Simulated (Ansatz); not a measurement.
**Cr: single point with PBE**

Cr, a slab with vacuum:

```xyz
6
Lattice="2.6022 0.0000 0.0000 -1.3011 2.2535 0.0000 0.0000 0.0000 25.6232" Properties=species:S:1:pos:R:3 pbc="T T T"
Cr    1.3011    0.7512    7.5000
Cr    0.0000    1.5024    9.6246
Cr    0.0000    0.0000   11.7493
Cr    1.3011    0.7512   13.8739
Cr    0.0000    1.5024   15.9986
Cr    0.0000    0.0000   18.1232
```

The cell isn't the ideal one: the (1 1 1) slab of Cr, cut from the database cell, not relaxed.

```json
{
 "Program": "Ansatz 0.2.0",
 "Task": "single point",
 "Functional": "PBE",
 "Potentials or basis": "Ansatz PAW",
 "Cutoff": "420 eV (not typed: the program's choice for these potentials)",
 "k mesh": "12 × 12 × 1",
 "Occupations": "fermi-dirac, width 0.05 eV",
 "Spin": "collinear spin, ferromagnetic start",
 "Starting moments": "[3.0, 3.0, 3.0, 3.0, 3.0, 3.0] μB",
 "Boundary along the surface normal": "dipole_correction",
 "Miller": "1 × 1 × 1",
 "Bulk formula": "Cr"
}
```

```yaml
Largest_force: 0.274 eV/Å
Band_gap_on_the_k_mesh: none (metal or under the smearing width)
Net_moment: 0.00 μB per cell
Absolute_moment: 0.00 μB per cell
Work_function_of_the_upper_face: 4.93 eV
Work_function_of_the_lower_face: 4.94 eV
Dipole_across_the_slab: 0.000 e·Å
```

Forces on the atoms (eV/Å):
```
Cr   0.000  0.000  0.274
Cr   0.000  0.000  0.111
Cr   0.000  0.000  0.098
Cr   0.000  0.000 -0.098
Cr   0.000  0.000 -0.111
Cr   0.000  0.000 -0.274
```

Levels at points of the mesh, in eV from the Fermi level:
Spin up:
| k point | band 40 | band 41 | band 42 | band 43 | band 44 | band 45 | band 46 | band 47 |
| --- | --- | --- | --- | --- | --- | --- | --- | --- |
| (0.00, 0.00, 0.00) | -0.29 | -0.29 | -0.19 | -0.19 | -0.07 | -0.07 | -0.01 | -0.01 |
| (0.00, -0.50, 0.00) | -0.02 | 0.12 | 0.55 | 0.78 | 1.21 | 1.49 | 1.49 | 1.81 |
Spin down:
| k point | band 41 | band 42 | band 43 | band 44 | band 45 | band 46 |
| --- | --- | --- | --- | --- | --- | --- |
| (0.00, 0.00, 0.00) | -0.29 | -0.19 | -0.19 | -0.07 | -0.07 | -0.01 |
| (0.00, -0.50, 0.00) | 0.12 | 0.55 | 0.78 | 1.21 | 1.49 | 1.49 |

Wall time 31 s on 4 threads of Arm Neoverse V1, on a shared host, peak memory 0.67 GiB.

Caveat: the starting moments collapsed, and a magnetic state may lie lower; the starting moments weren't kept.
